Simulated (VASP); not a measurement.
# Si (P6/mmm) in VASP: single point with PBE

Aim: the single point of Si with PBE.

Program: VASP 6.6.1. These are calculated values, not measurements. Logs are shortened: lines on timing, memory, paths and dates and some standing lists are left out, and cuts for length are marked.

### 1 The undisturbed crystal

It takes space group P6/mmm (No. 191, hexagonal). Conventional cell: a = 4.121 Å, b = 4.121 Å, c = 2.655 Å, α = 90.00°, β = 90.00°, γ = 120.00°. Si (site symmetry -6m2) has 5 Si at 2.38 to 2.65 Å as nearest neighbours.

The cell was built by a generator and needn't be a form met in nature.

### 2 Single point, PBE (supercell [4, 4, 4], atoms moved at random, drawn with an rms of 0.05 Å)

INCAR

```
SYSTEM = Si
  PREC = Accurate
  ENCUT = 450
  EDIFF = 1E-5
  ISMEAR = 0
  SIGMA = 0.05
  LREAL = Auto
  LASPH = .TRUE.
  NELM = 60
  ALGO = Normal
  ISIF = 2
  LWAVE = .FALSE.
  LCHARG = .FALSE.
  GGA = PE
  NBANDS = 326
  NSIM = 4
  LUSENCCL = .FALSE.
```

KPOINTS

```
Automatic mesh
0
G
  1 1 1
  0 0 0
```

POSCAR

```
Si
1.0
   16.4838000000      0.0000000000      0.0000000000
   -8.2418800000     14.2754000000      0.0000000000
    0.0000000000      0.0000000000     10.6191600000
Si
128
Direct
    0.0848250000      0.1683940000      0.1259340000
    0.0819120000      0.1685700000      0.3762610000
    0.0829660000      0.1678890000      0.6260300000
    0.0838980000      0.1667270000      0.8765450000
    0.0818210000      0.4163250000      0.1236380000
    0.0844640000      0.4167510000      0.3741740000
[... 120 lines left out ...]
    0.9160180000      0.8344680000      0.6253300000
    0.9194300000      0.8333290000      0.8777980000
```

Potentials or basis: VASP PAW PBE potentials, release 64 (Si).

The run is started by

```sh
> cat potpaw_PBE.64/Si/POTCAR > POTCAR
> mpirun -np 1 vasp_gam > vasp.out
```

OUTCAR:

```text
SYSTEM = Si
   PREC = Accurate
   ENCUT = 450
   EDIFF = 1E-5
   ISMEAR = 0
   LREAL = Auto
   LASPH = .TRUE.
   NELM = 60
   ISIF = 2
   GGA = PE

 ion  position               nearest neighbor table
   1  0.085  0.168  0.126-  69 2.35 113 2.37  65 2.45   4 2.65   2 2.66
   2  0.082  0.169  0.376-  70 2.33  66 2.37 114 2.37   3 2.65   1 2.66
   3  0.083  0.168  0.626-  71 2.34 115 2.42  67 2.43   2 2.65   4 2.66
   4  0.084  0.167  0.877- 116 2.37  72 2.38  68 2.44   1 2.65   3 2.66
   5  0.082  0.416  0.124- 117 2.36  73 2.38  69 2.38   8 2.61   6 2.66
   6  0.084  0.417  0.374-  74 2.37 118 2.43  70 2.43   5 2.66   7 2.66
[... 120 lines left out ...]
 127  0.916  0.834  0.625-  59 2.37  15 2.37  63 2.38 126 2.63 128 2.68
 128  0.919  0.833  0.878-  16 2.34  60 2.36  64 2.41 125 2.59 127 2.68

  LATTYP: Found a hexagonal cell.
 ALAT       =    16.4838000000
 C/A-ratio  =     0.6442179595

  Lattice vectors:

 A1 = (  16.4838000000,   0.0000000000,   0.0000000000)
 A2 = (  -8.2418800000,  14.2754000000,   0.0000000000)
 A3 = (   0.0000000000,   0.0000000000,  10.6191600000)

Analysis of symmetry for initial positions (statically):
=====================================================================
 Subroutine PRICEL returns:
 Original cell was already a primitive cell.

 Routine SETGRP: Setting up the symmetry group for a
 hexagonal supercell.

 Subroutine GETGRP returns: Found  1 space group operations
 (whereof  1 operations were pure point group operations)
 out of a pool of 24 trial point group operations.

The static configuration has the point symmetry C_1 .

Analysis of symmetry for dynamics (positions and initial velocities):
=====================================================================
 Subroutine PRICEL returns:
 Original cell was already a primitive cell.

 Routine SETGRP: Setting up the symmetry group for a
 hexagonal supercell.

 Subroutine GETGRP returns: Found  1 space group operations
 (whereof  1 operations were pure point group operations)
 out of a pool of 24 trial point group operations.

The dynamic configuration has the point symmetry C_1 .

 Subroutine INISYM returns: Found  1 space group operations
 (whereof  1 operations are pure point group operations),
 and found     1 'primitive' translations

----------------------------------------------------------------------------------------

                                     Primitive cell

  volume of cell :    2498.8247

  direct lattice vectors                    reciprocal lattice vectors
    16.483800000  0.000000000  0.000000000     0.060665623  0.035025203 -0.000000000
    -8.241880000 14.275400000  0.000000000     0.000000000  0.070050577  0.000000000
     0.000000000  0.000000000 10.619160000     0.000000000 -0.000000000  0.094169407

  length of vectors
    16.483800000 16.483799049 10.619160000     0.070050572  0.070050577  0.094169407

  position of ions in fractional coordinates (direct lattice)
     0.084825000  0.168394000  0.125934000
     0.081912000  0.168570000  0.376261000
     0.082966000  0.167889000  0.626030000
     0.083898000  0.166727000  0.876545000
     0.081821000  0.416325000  0.123638000
     0.084464000  0.416751000  0.374174000
[... 120 lines left out ...]
     0.916018000  0.834468000  0.625330000
     0.919430000  0.833329000  0.877798000

  ion indices of the primitive-cell ions
   primitive index   ion index
                 1           1
                 2           2
                 3           3
                 4           4
                 5           5
                 6           6
[... 84 lines left out ...]
                91          91
                92          92
   k-points           NKPTS =      1   k-points in BZ     NKDIM =      1   number of bands    NBANDS=    326
   number of dos      NEDOS =    301   number of ions     NIONS =    128
   total plane-waves  NPLWV = ******
   dimension x,y,z NGX =   120 NGY =  120 NGZ =   80
   dimension x,y,z NGXF=   240 NGYF=  240 NGZF=  160
   ions per type =             128
   NGX,Y,Z   is equivalent  to a cutoff of  12.10, 12.10, 12.52 a.u.
   NGXF,Y,Z  is equivalent  to a cutoff of  24.20, 24.20, 25.05 a.u.
 SYSTEM =  Si
   PREC   = accura    normal or accurate (medium, high low for compatibility)
   ISTART =      0    job   : 0-new  1-cont  2-samecut
   ICHARG =      2    charge: 1-file 2-atom 10-const
   ISPIN  =      1    spin polarized calculation?
   LNONCOLLINEAR =      F non collinear calculations
   LSORBIT =      F    spin-orbit coupling
   LASPH  =      T    aspherical Exc in radial PAW
   ENCUT  =  450.0 eV  33.07 Ry    5.75 a.u.  28.51 28.51 18.37*2*pi/ulx,y,z
   NELM   =     60;   NELMIN=  2; NELMDL= -5     # of ELM steps
   EDIFF  = 0.1E-04   stopping-criterion for ELM
   LREAL  =      T    real-space projection
   EDIFFG = 0.1E-03   stopping-criterion for IOM
   NSW    =      0    number of steps for IOM
   IBRION =     -1    ionic relax: 0-MD 1-quasi-New 2-CG
   NFREE  =      0    steps in history (QN), initial steepest desc. (CG)
   ISIF   =      2    stress and relaxation
   ISYM   =      2    0-nonsym 1-usesym 2-fastsym
   POTIM  = 0.5000    time-step for ionic-motion
   TEBEG  =    0.0;   TEEND  =   0.0 temperature during run
   PSTRESS=    0.0 pullay stress
   NELECT =     512.0000    total number of electrons
   NUPDOWN=      -1.0000    fix difference up-down
   EMIN   =  10.00;   EMAX   =-10.00  energy-range for DOS
   EFERMI =   0.00;   METHOD = LEGACY
   ISMEAR =     0;   SIGMA  =   0.05  broadening in eV -4-tet -1-fermi 0-gaus
   EFERMI_NEDOS =   21; number of points for ismear=-14 and -15
   IALGO  =     38    algorithm
   IMIX   =      4    mixing-type and parameters
     AMIX     =   0.40;   BMIX     =  1.00
     AMIX_MAG =   1.60;   BMIX_MAG =  1.00
  volume/ion in A,a.u.               =      19.52       131.74
  Fermi-wavevector in a.u.,A,eV,Ry     =   0.965131  1.823833 12.673523  0.931478
  Thomas-Fermi vector in A             =   2.094821
   LORBIT       =      0    0 simple, 1 ext, 2 COOP (PROOUT), +10 PAW based schemes
   GGA     = PE    functional components
   LHFCALC =     F    Hartree Fock is set to
   AEXX    =    0.0000 exact exchange contribution
   IVDW    =     0    specifies the selected vdW correction
   LEPSILON=     F    determine dielectric tensor
   LRPA    =     F    only Hartree local field effects (RPA)
 non-spin polarized calculation
 Gauss-broadening in eV      SIGMA  =   0.05
  energy-cutoff  :      450.00
  volume of cell :     2498.82
 maximum number of plane-waves:     27121
 NGX is ok and might be reduce to   120
   NGX = 57   NGY = 57   NGZ = 37

 number of electron     512.0000000 magnetization

 Free energy of the ion-electron system (eV)
  ---------------------------------------------------
  ext. energy  EPLUGINS =         0.00000000
  ---------------------------------------------------
  free energy    TOTEN  =      -633.53652624 eV

  energy without entropy =     -633.43119671  energy(sigma->0) =     -633.48386148

 E-fermi :   6.3611     XC(G=0):  -9.6015

 val. band max:        6.0059368004   @ k =   0.0000   0.0000   0.0000
 cond. band min:       6.3815295558   @ k =   0.0000   0.0000   0.0000
 fundamental gap:      0.3755927554
 Fermi energy:         6.3611141062

 k-point     1 :       0.0000    0.0000    0.0000
  band No.  band energies     occupation
      1      -6.1638      2.00000
      2      -5.5818      2.00000
      3      -5.5757      2.00000
      4      -5.5617      2.00000
      5      -5.5480      2.00000
      6      -5.5448      2.00000
[... 260 lines left out ...]
    267       6.4812      0.00068
    268       6.6005      0.00000
 [bands above 268 left out]

------------------------ aborting loop because EDIFF is reached ----------------------------------------

  FORCE on cell =-STRESS in cart. coord.  units (eV):
  Direction    XX          YY          ZZ          XY          YZ          ZX
  --------------------------------------------------------------------------------------
  -------------------------------------------------------------------------------------
  Total        5.0524876      9.0037424    -14.6019744     -0.3385082      0.0985347      0.1757067
  in kB        3.2395154      5.7729508     -9.3623825     -0.2170421      0.0631777      0.1126583
  external PRESSURE =      -0.1166388 kB  Pullay stress =       0.0000000 kB

 VOLUME and BASIS-vectors are now :
 -----------------------------------------------------------------------------
  energy-cutoff  :      450.00
  volume of cell :     2498.82
      direct lattice vectors                 reciprocal lattice vectors
    16.483800000  0.000000000  0.000000000     0.060665623  0.035025203 -0.000000000
    -8.241880000 14.275400000  0.000000000     0.000000000  0.070050577  0.000000000
     0.000000000  0.000000000 10.619160000     0.000000000 -0.000000000  0.094169407

 POSITION                                       TOTAL-FORCE (eV/Angst)
 -----------------------------------------------------------------------------------
      0.01036      2.40389      1.33731         0.253890     -0.344713     -0.041877
     -0.03911      2.40640      3.99558         0.109055     -0.399293      0.013094
     -0.01613      2.39668      6.64791         0.110000     -0.491073     -0.043739
      0.00881      2.38009      9.30817         0.312174     -0.140595      0.006547
     -2.08258      5.94321      1.31293         0.160292      0.077124      0.070799
     -2.04252      5.94929      3.97341         0.009120     -0.259677      0.012198
[... 120 lines left out ...]
      8.22187     11.91236      6.64048         0.021944      0.011573     -0.028360
      8.28750     11.89610      9.32148        -0.412214      0.040230     -0.067300
 -----------------------------------------------------------------------------------
    total drift:                               -0.030309     -0.000287     -0.005519

  FREE ENERGIE OF THE ION-ELECTRON SYSTEM (eV)
  ---------------------------------------------------
  free  energy   TOTEN  =      -633.5365262426 eV

  energy  without entropy=     -633.4311967133  energy(sigma->0) =     -633.48386148
```

Run time: 74 s. Hardware: 1 × NVIDIA H100 80GB with 1 thread of AMD EPYC 7R13 (Zen 3), shared host; peak memory 2.1 GiB.

These settings aren't checked as converged: the numbers below hold their error.

What came out:

```
Free energy            : -633.5365 eV
Pressure               : 0.0 GPa
Largest force          : 1.289 eV/Å
Band gap on the k mesh : 0.38 eV
```

Caveat: the k mesh is coarse (spacing up to 0.59 Å⁻¹), so the values aren't converged; an odd mesh through Γ misses points on the zone boundary, where band edges often lie; forces of over 1 eV/Å show positions far from the minimum, so gaps and moduli don't describe the material at rest.
